Three energies set the scale for this problem. Thermal energy at room temperature is about 0.03 eV, the gap of a heavy-element chalcogenide such as Bi₂Se₃ is a few tenths of an eV, and the spin–orbit splitting of the 6p shell in a free bismuth atom is roughly 2 eV. A small gap is a small difference between two large energies, so it reacts to details that a wide gap would hide. The table gives the gap of one and the same crystal, with one density functional and without spin–orbit coupling, from programs that describe the electrons in different ways.

Kohn–Sham band gaps of Bi₂Se₃ (R-3m, 5 atoms per cell) from Ansatz, FLEUR and SIESTA, with the PBE functional, no spin polarisation and no spin–orbit coupling. All runs use the same fixed geometry, an 8 × 8 × 8 k mesh and Fermi–Dirac occupations with a width of 0.05 eV. Both gaps are taken from the levels on this mesh.

```
program                                  potentials       basis  gap (eV)  direct gap (eV)
 SIESTA  PseudoDojo-0.4-standard, converted-to-PSML          SZ     0.033            0.033
 SIESTA                  PseudoDojo-0.4-standard-NC          DZ     0.062            0.062
 Ansatz                         PseudoDojo standard  1170.09 eV     0.208            0.208
 Ansatz                                  Ansatz PAW      420 eV     0.215            0.215
 Ansatz                       Ansatz-PAW-large-core      420 eV     0.218            0.218
  FLEUR                                all-electron    3.5 Kmax     0.218            0.218
 SIESTA                  PseudoDojo-0.4-standard-NC        TZDP     0.526            0.526
```

FLEUR computes all electrons, the outer ones in augmented plane waves and the deep ones as atom-like core states. Ansatz uses plane waves up to the listed energy cutoff, with potentials that stand for the inner electrons. SIESTA builds its states from atom-centred orbitals: SZ has one radial function per valence orbital, DZ has two, and TZDP has three plus two sets of polarisation functions, which let the charge lean to one side of an atom.

(a) Which gap belongs to the crystal at this level of theory, and how many of its digits can be trusted?

Solution. FLEUR and the three Ansatz runs lie between 0.208 and 0.218 eV. They differ in basis and in the treatment of the core, yet they agree within 10 meV. The gap is therefore 0.21 to 0.22 eV, and the third decimal tells more about the run than about the crystal. A ranking of these four rows would have no basis.

The agreement covers only what the four runs do differently. They share the functional, the atomic positions and the mesh of points at which the bands are computed. A band edge between two mesh points would escape all of them alike. The cell is also not the one that this functional would choose, since Ansatz PAW finds it under a pressure of about 2.5 GPa, with forces of about 0.16 eV/Å left on four of the five atoms.

(b) How much does it matter which inner electrons are computed?

Solution. The normal Ansatz PAW run treats 78 electrons per cell, among them the 5d shell of bismuth and the 3d shell of selenium. The large-core run freezes selenium 3d, which takes ten electrons from each of three atoms and leaves 48. The gap moves by only 3 meV. FLEUR, which computes every electron, lies equally close.

The reason is where the band edges come from. They are made of the outer p orbitals of bismuth and selenium, while selenium 3d lies tens of eV deeper. A frozen shell still screens the nucleus and still keeps the valence electrons out of its space. Only its response to the chemical bond is lost, and for so deep a shell that response is slight. The large-core value coincides with FLEUR in the printed digits, but this does not make the cruder core the better one, because the differences here are smaller than the uncertainty found in (a).

(c) The three SIESTA gaps have a mean of 0.207 eV, close to the answer in (a). Does this mean confirm it?

Solution. No. The mean is made of values that are far too small and one that is far too large. DZ falls short of FLEUR by 0.156 eV and TZDP exceeds it by 0.308 eV. Errors of opposite sign have cancelled, and another choice of basis sets would have given another mean.

The table also shows where to look for the error. One Ansatz row uses potentials of the same PseudoDojo family as the SIESTA rows, but with plane waves, and it gives 0.208 eV. The potentials alone are thus no likely source of the scatter. What sets the SIESTA rows apart is the set of orbitals from which the electronic states are built. SZ and DZ have no polarisation functions at all. Their outputs do not show whether the two edge levels keep the order they have in FLEUR, and gaps this small may close between the points of the mesh.

(d) TZDP is the richest of the three orbital sets. Is its gap of 0.526 eV the value towards which SZ and DZ are heading?

Solution. The total energy can decide this. The ground-state energy is a minimum, so a basis that can form everything a smaller one can form, and more besides, must give an energy that is equal or lower. From SZ to DZ the energy does fall, by 2.5 eV per cell. From DZ to TZDP it rises by 5.8 eV, which puts the richest set even above SZ.

With the same potentials, such a rise means that the TZDP functions cannot reproduce what the DZ functions describe. The name counts functions per atom and says nothing about how far they reach. The three rows are therefore not successive steps towards one limit, and 0.526 eV is not the end of a series. The test needs no reference program, only total energies that belong to the same potentials. DZ and TZDP list the same set. SZ lists a converted set of the same family, so its energy is weaker evidence.

(e) Which setting could make a richer basis worse, and is its effect large enough?

Solution. SIESTA cuts its orbitals off at a finite radius. The radius is set through an energy shift, the amount by which the confinement may raise the energy of an orbital in the free atom. A larger shift means shorter orbitals. SZ and DZ were run with 0.02 Ry, TZDP with 0.05 Ry.

A crude scale follows if each of the 78 electrons pays the extra shift once:

78 × (0.05 − 0.02) Ry × 13.6 eV/Ry ≈ 32 eV per cell

The observed rise of 5.8 eV is a little under a fifth of this. It is a net value: the added functions alone should lower the energy, so confinement, if it is the cause, costs more than the rise shows. The scale is not a bound. In a free atom the squeezed electrons also repel each other more, which is expected to raise the cost. In the crystal the functions of neighbouring atoms supply part of the tails that were cut off, which lowers it. That help reaches mainly the 28 outer s and p electrons, whose share of the scale is about 11 eV, and hardly the 50 electrons of the compact d shells. The estimate leaves room for confinement as the cause of the rise, but it does not show that confinement is the cause.

The pressure points the same way. In the TZDP run it is −13 GPa, which means that the cell wants to shrink, whereas Ansatz PAW finds a cell that wants to expand. SZ and DZ, run with the smaller shift, stay within about 3 GPa of Ansatz PAW. Atoms with orbitals that are too short gain energy when they move closer, since each then borrows more of its neighbours' functions. The forces tell a milder story: their largest difference from Ansatz PAW falls from 0.47 eV/Å with DZ to 0.22 eV/Å with TZDP. The richer set is thus not worse in every respect, although its small force on bismuth points the opposite way to that of Ansatz PAW.

How confinement would widen the gap remains a guess. Shorter orbitals overlap less, the bands become narrower, and their edges may then move apart. Because the size of the basis and the energy shift changed together, the table cannot separate the two. A TZDP run with a shift of 0.02 Ry would do so.

(f) The electrons are spread over the levels with a smearing width of 0.05 eV. In the SZ run this exceeds the gap itself. Does the smearing blur the gaps?

Solution. The gap is a difference between two levels, whereas smearing changes how the levels are filled. It can act on the gap only indirectly, through the electron density, so the question is how much charge it moves. Take the FLEUR row, with gap E = 0.218 eV and width w = 0.05 eV, and put the Fermi energy in the middle of the gap. The empty share f of the highest valence level is then

f = 1 / (exp(E/2w) + 1) = 1 / (exp(2.18) + 1) ≈ 0.10

This level belongs to one point of a mesh with 8 × 8 × 8 = 512 points and holds two electrons. The charge moved there is

2 × 0.10 / 512 ≈ 0.0004 electrons per cell

Even with the small gap of SZ, the same formula gives only 0.0016 electrons. So little charge hardly alters the potential, and smearing does not explain gaps that differ by tenths of an eV.

The model can be held against the entropy term of the FLEUR run, which measures how many levels are partly filled. One band on each side of the gap, each with two spins, contributes

−4w [f ln f + (1 − f) ln(1 − f)] / 512 ≈ 0.13 meV

The run itself gives 0.20 meV. Nothing was fitted, and a single mesh point accounts for about two thirds of the total. The remaining third belongs to levels that the model leaves out, most likely at neighbouring points, where the gap is wider but not infinitely so. The narrow gap is thus confined to a small region of the Brillouin zone. Two equivalent edge points would give 0.26 meV, more than the whole run, so the edge point has no symmetry partner on the mesh. That leaves only the zone centre or the Z point. The zone centre is taken here, as is known for this material.

(g) What would change if spin–orbit coupling were switched on, or if bismuth were replaced by a lighter element?

Solution. This goes beyond what the table can show, but the physics is well established. At the zone centre the lowest conduction level comes mainly from bismuth p orbitals and the highest valence level mainly from selenium p orbitals. Spin–orbit coupling mixes each of them with other p levels, which pushes the bismuth level down and the selenium level up. The two have opposite parity, so at the zone centre they pass through each other. Away from the centre they can mix, and a gap opens again. This band inversion makes Bi₂Se₃ a topological insulator.

The outcome is a contest between the push and the starting gap. The atomic splitting of bismuth is about ten times the gap found in (a), so a fraction of it is enough to reverse the order. Spin–orbit coupling weakens steeply towards lighter elements, and antimony in the place of bismuth would push the levels much less, though it would change the starting gap and the preferred structure as well. The contest also shows why the basis matters: if the band edges of the TZDP run are the same two levels, which its output does not show, they start more than twice as far apart as in FLEUR, and a calculation built on them could misjudge whether they cross.

It follows that the 0.21 to 0.22 eV of (a) is a starting point for the physics and not a prediction of the measured gap. The close agreement of four runs shows that they solve the same equations well, while all of them leave out the same large term. PBE adds an error of its own: it tends to place empty levels too close to filled ones, and a starting gap that is too small is expected to exaggerate the inversion once spin–orbit coupling is added.
